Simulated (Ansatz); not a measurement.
## What strain does to NaH (zincblende)

NaH in the zincblende structure, relaxed with r2SCAN in the plane-wave code Ansatz. The symmetry is F-43m (No. 216, cubic); conventional cell a = 5.194 Å, 17.51 Å³ an atom. Around Na lie 4 H at 2.25 Å; around H lie 4 Na at 2.25 Å.

The axes x, y and z are those of this cell:
```yaml
crystal:
  lattice:
    - [0.00000, 2.59692, 2.59692]
    - [2.59692, 0.00000, 2.59692]
    - [2.59692, 2.59692, 0.00000]
  atoms:
    - { symbol: Na, position: [0.00000, 0.00000, 0.00000] }
    - { symbol: H, position: [0.25000, 0.25000, 0.25000] }
```

Unstrained: PBE gives an indirect gap of 3.613 eV, from W to L; the least direct gap is 4.318 eV at L. The r2SCAN gap is indirect, 4.049 eV (W to L), below the direct gap of 4.746 eV at L. HSE06 gives an indirect gap of 4.616 eV, from W to L; the least direct gap is 5.378 eV at L. Meshes: PBE 8×8×8, r2SCAN 8×8×8, HSE06 6×6×6. Strains are changes of length per length, and xy shears are angles. After each strain the atoms were relaxed again with r2SCAN within the symmetry that the strain leaves, so tilts or polar shifts that break it weren't tested; points keep the names that they have in the unstrained zone. The calculation is spin-unpolarised, and the structure need not be a phase that has been made.

Changes of the least gap in eV (an overlap counts as a negative gap):
```
                                                                   strain  volume change (%)  space group     PBE  r2SCAN   HSE06  G0W0@PBE (mesh)  energy rise, r2SCAN (meV/atom)
             epitaxial -1.0 % in the xy plane, free normal strain +1.47 %               -0.5        I-4m2  -0.020  -0.021       –            -0.02                             0.1
epitaxial -5.0 % in the plane normal to [111], free normal strain +2.28 %               -7.7          R3m  -0.306  -0.291  -0.287            -0.30                            12.1
                                                  uniaxial +4.0 % along z               +4.0        I-4m2  -0.069  -0.074       –            -0.09                             1.9
                              xy shear, engineering strain (angle) +3.0 %                0.0         Imm2  -0.074  -0.073       –            -0.07                             0.7
             epitaxial +1.0 % in the xy plane, free normal strain -1.64 %               +0.3        I-4m2  -0.015  -0.019       –            -0.05                             0.1
```
Unstrained, G0W0@PBE with 146 empty bands, a screening cutoff of 150 eV and a 6×6×6 mesh gives 5.83 eV on its mesh; the band count follows the volume. G0W0 here is at a finite number of bands, screening cutoff and k mesh, not at the basis limit.

Epitaxial -1.0 % in the xy plane, free normal strain +1.47 %. r2SCAN: the gap goes from 4.049 to 4.028 eV (-0.021 eV). Stress change with r2SCAN, compression positive: xx +0.14, yy +0.14, zz 0.00 GPa.

Epitaxial -5.0 % in the plane normal to [111], free normal strain +2.28 %. HSE06: the gap goes from 4.616 to 4.329 eV (-0.287 eV). Stress change with r2SCAN, compression positive: xx +1.58, yy +1.58, zz +1.58, xy -0.77, xz -0.77, yz -0.77 GPa.

Uniaxial +4.0 % along z, other directions held. r2SCAN: the gap goes from 4.049 to 3.975 eV (-0.074 eV). Stress change with r2SCAN, compression positive: xx -0.57, yy -0.57, zz -0.85 GPa.

Xy shear, engineering strain (angle) +3.0 %. r2SCAN: the gap goes from 4.049 to 3.976 eV (-0.073 eV). Stress change with r2SCAN, compression positive: xx +0.01, yy +0.01, zz -0.02, xy -0.41 GPa.

Epitaxial +1.0 % in the xy plane, free normal strain -1.64 %. r2SCAN: the gap goes from 4.049 to 4.030 eV (-0.019 eV); the edges go from W → L to (3/8, -1/2, -1/8) → L. Stress change with r2SCAN, compression positive: xx -0.10, yy -0.10, zz 0.00 GPa.

The meshes of the hybrids are coarse, so their gaps aren't converged to the digits shown.
